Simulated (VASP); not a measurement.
Here is a VASP 6.6.1 calculation.

run.py

```python
from ase.calculators.vasp import Vasp
from ase.dft.dos import DOS
from ase.io import read

atoms = read('Re.cif', primitive_cell=True, subtrans_included=False)
calc = Vasp(
    directory='calc',
    xc='vdw-df-cx',
    pp='PBE',
    setups='recommended',
    prec='Accurate',
    encut=520,
    ediff=1e-07,
    ismear=0,
    sigma=0.01,
    lreal=False,
    lasph=True,
    nelm=80,
    algo='Normal',
    isif=2,
    lwave=False,
    lcharg=False,
    lnoncollinear=True,
    lorbit=10,
    lsorbit=True,
    gga_compat=False,
    lmaxmix=4,
    bmix=0.5,
    kpts=[9, 9, 9],
    gamma=True,
    nbands=18,
)
atoms.calc = calc

print('energy (eV):', atoms.get_potential_energy())
print('free energy (eV):', atoms.get_potential_energy(force_consistent=True))
print('forces (eV/A):')
print(atoms.get_forces())
print('stress (eV/A^3, Voigt):', atoms.get_stress())
print('Fermi level (eV):', calc.get_fermi_level())
dos = DOS(calc, width=0.2, window=(-10, 10), npts=201)
print('E - E_F (eV), DOS (1/eV)')
for e, g in zip(dos.get_energies(), dos.get_dos()):
    print(f'{e:8.3f} {g:10.4f}')
```

File Re.cif:

```cif
data_Re
_cell_length_a 3.95000000
_cell_length_b 3.95000000
_cell_length_c 3.95000000
_cell_angle_alpha 90.00000000
_cell_angle_beta 90.00000000
_cell_angle_gamma 90.00000000
_space_group_name_H-M_alt 'Fm-3m'
_space_group_name_Hall '-F 4 2 3'
_space_group_IT_number 225
loop_
_space_group_symop_operation_xyz
'x,y,z'
'-x,-y,-z'
'-y,x,z'
'y,-x,-z'
'-x,-y,z'
'x,y,-z'
'y,-x,z'
'-y,x,-z'
'x,-y,-z'
'-x,y,z'
'-y,-x,-z'
'y,x,z'
'-x,y,-z'
'x,-y,z'
'y,x,-z'
'-y,-x,z'
'z,x,y'
'-z,-x,-y'
'z,-y,x'
'-z,y,-x'
'z,-x,-y'
'-z,x,y'
'z,y,-x'
'-z,-y,x'
'-z,x,-y'
'z,-x,y'
'-z,-y,-x'
'z,y,x'
'-z,-x,y'
'z,x,-y'
'-z,y,x'
'z,-y,-x'
'y,z,x'
'-y,-z,-x'
'x,z,-y'
'-x,-z,y'
'-y,z,-x'
'y,-z,x'
'-x,z,y'
'x,-z,-y'
'-y,-z,x'
'y,z,-x'
'-x,-z,-y'
'x,z,y'
'y,-z,-x'
'-y,z,x'
'x,-z,y'
'-x,z,-y'
'x,y+1/2,z+1/2'
'-x,-y+1/2,-z+1/2'
'-y,x+1/2,z+1/2'
'y,-x+1/2,-z+1/2'
'-x,-y+1/2,z+1/2'
'x,y+1/2,-z+1/2'
'y,-x+1/2,z+1/2'
'-y,x+1/2,-z+1/2'
'x,-y+1/2,-z+1/2'
'-x,y+1/2,z+1/2'
'-y,-x+1/2,-z+1/2'
'y,x+1/2,z+1/2'
[... 40 lines left out ...]
'-x+1/2,-y,z+1/2'
'x+1/2,y,-z+1/2'
'y+1/2,-x,z+1/2'
'-y+1/2,x,-z+1/2'
'x+1/2,-y,-z+1/2'
'-x+1/2,y,z+1/2'
'-y+1/2,-x,-z+1/2'
'y+1/2,x,z+1/2'
'-x+1/2,y,-z+1/2'
'x+1/2,-y,z+1/2'
'y+1/2,x,-z+1/2'
'-y+1/2,-x,z+1/2'
'z+1/2,x,y+1/2'
'-z+1/2,-x,-y+1/2'
'z+1/2,-y,x+1/2'
'-z+1/2,y,-x+1/2'
'z+1/2,-x,-y+1/2'
'-z+1/2,x,y+1/2'
'z+1/2,y,-x+1/2'
'-z+1/2,-y,x+1/2'
'-z+1/2,x,-y+1/2'
'z+1/2,-x,y+1/2'
'-z+1/2,-y,-x+1/2'
'z+1/2,y,x+1/2'
'-z+1/2,-x,y+1/2'
'z+1/2,x,-y+1/2'
'-z+1/2,y,x+1/2'
'z+1/2,-y,-x+1/2'
'y+1/2,z,x+1/2'
'-y+1/2,-z,-x+1/2'
'x+1/2,z,-y+1/2'
'-x+1/2,-z,y+1/2'
'-y+1/2,z,-x+1/2'
'y+1/2,-z,x+1/2'
'-x+1/2,z,y+1/2'
'x+1/2,-z,-y+1/2'
'-y+1/2,-z,x+1/2'
'y+1/2,z,-x+1/2'
'-x+1/2,-z,-y+1/2'
'x+1/2,z,y+1/2'
'y+1/2,-z,-x+1/2'
'-y+1/2,z,x+1/2'
'x+1/2,-z,y+1/2'
'-x+1/2,z,-y+1/2'
'x+1/2,y+1/2,z'
'-x+1/2,-y+1/2,-z'
'-y+1/2,x+1/2,z'
'y+1/2,-x+1/2,-z'
'-x+1/2,-y+1/2,z'
'x+1/2,y+1/2,-z'
'y+1/2,-x+1/2,z'
'-y+1/2,x+1/2,-z'
'x+1/2,-y+1/2,-z'
'-x+1/2,y+1/2,z'
'-y+1/2,-x+1/2,-z'
'y+1/2,x+1/2,z'
'-x+1/2,y+1/2,-z'
'x+1/2,-y+1/2,z'
'y+1/2,x+1/2,-z'
'-y+1/2,-x+1/2,z'
'z+1/2,x+1/2,y'
'-z+1/2,-x+1/2,-y'
'z+1/2,-y+1/2,x'
'-z+1/2,y+1/2,-x'
'z+1/2,-x+1/2,-y'
'-z+1/2,x+1/2,y'
'z+1/2,y+1/2,-x'
'-z+1/2,-y+1/2,x'
'-z+1/2,x+1/2,-y'
'z+1/2,-x+1/2,y'
'-z+1/2,-y+1/2,-x'
'z+1/2,y+1/2,x'
'-z+1/2,-x+1/2,y'
'z+1/2,x+1/2,-y'
'-z+1/2,y+1/2,x'
'z+1/2,-y+1/2,-x'
'y+1/2,z+1/2,x'
'-y+1/2,-z+1/2,-x'
'x+1/2,z+1/2,-y'
'-x+1/2,-z+1/2,y'
'-y+1/2,z+1/2,-x'
'y+1/2,-z+1/2,x'
'-x+1/2,z+1/2,y'
'x+1/2,-z+1/2,-y'
'-y+1/2,-z+1/2,x'
'y+1/2,z+1/2,-x'
'-x+1/2,-z+1/2,-y'
'x+1/2,z+1/2,y'
'y+1/2,-z+1/2,-x'
'-y+1/2,z+1/2,x'
'x+1/2,-z+1/2,y'
'-x+1/2,z+1/2,-y'
loop_
_atom_site_label
_atom_site_type_symbol
_atom_site_symmetry_multiplicity
_atom_site_Wyckoff_symbol
_atom_site_fract_x
_atom_site_fract_y
_atom_site_fract_z
_atom_site_occupancy
Re1 Re 4 a 0.0000000000 0.0000000000 0.0000000000 1
```

Potentials or basis: VASP PAW PBE potentials, release 64 (Re).

The run is started by

```console
$ python run.py
```

(1) Estimate the pressure.

## Answers

(1) -15.1 GPa.

Caveat: so large a pressure means that the cell lies far from this level's equilibrium, or that cutoff or potentials fall short; the potentials were made for another functional, which shifts forces and pressure.
